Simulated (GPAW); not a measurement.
Runs of GPAW 26.7.0 on MoSe2. Symmetry: P6_3/mmc, No. 194, hexagonal system. Conventional cell: a = 3.288 Å, b = 3.288 Å, c = 12.900 Å, α = 90.00°, β = 90.00°, γ = 120.00°. Mo (site symmetry -6m2) is surrounded by 6 Se at 2.49 Å. Around Se (site symmetry 3m) lie 3 Mo at 2.49 Å. 

```tsv
task	level	potentials or basis	spin	cell	band path	band points	spin axis theta (degrees)	spin axis phi (degrees)	soc after scf	gap on the mesh (eV)	pressure (GPa)	largest force (eV/Å)
band structure	SOGGA	PAW data sets generated in the run's folder for this functional, pw	SOC, no magnetisation	as given	GMKGALHA,LM,KH	60	90	0	second variation	0.83	2.9	(b)
band structure	OLYP	PAW data sets generated in the run's folder for this functional, pw	SOC, no magnetisation	as given	GMKGALHA,LM,KH	100	54.7	45	second variation	0.89	(c)	0.62
band structure	RPBE	the program's PAW data sets (release 1.2.1) made for this functional, pw	SOC, no magnetisation	as given	GMKGALHA,LM,KH	80	90	45	second variation	0.86	10.6	1.21
relaxation of cell and atoms	PBEsol+D4	PAW data sets generated in the run's folder for this functional, pw	off	relaxed to -1 GPa	-	-	-	-	-	(a)	-1.0	0.04
relaxation of cell and atoms	PBEsol+D3(BJ)	PAW data sets generated in the run's folder for this functional, pw	off	relaxed	-	-	-	-	-	(d)	0.0	-
```

Alike in all rows: k mesh 6 × 6 × 2; cutoff (eV) 600; smearing fermi-dirac 0.05 eV.

Task: Fill in the values left out.

Result: (a) 0.84; (b) 0.79; (c) 7.1; (d) 0.56.

Caveats: spin-orbit coupling was added after a scalar SCF, so levels and gaps hold it while energy, forces, pressure and moments don't (some runs); this program's spin-orbit splittings come out too wide for heavy elements (some runs); the cell's inner coordinates are idealised or old, which leaves forces on the atoms (some runs); this functional lacks dispersion, which binds the layers, so the pressure and a relaxed spacing across them are unreliable (some runs); later steps reuse the first step's grids (some runs).

A k mesh can miss the band edges, and rows without SOC leave out spin-orbit coupling on Mo, Se.

Runs at the PBE level aren't shown here.
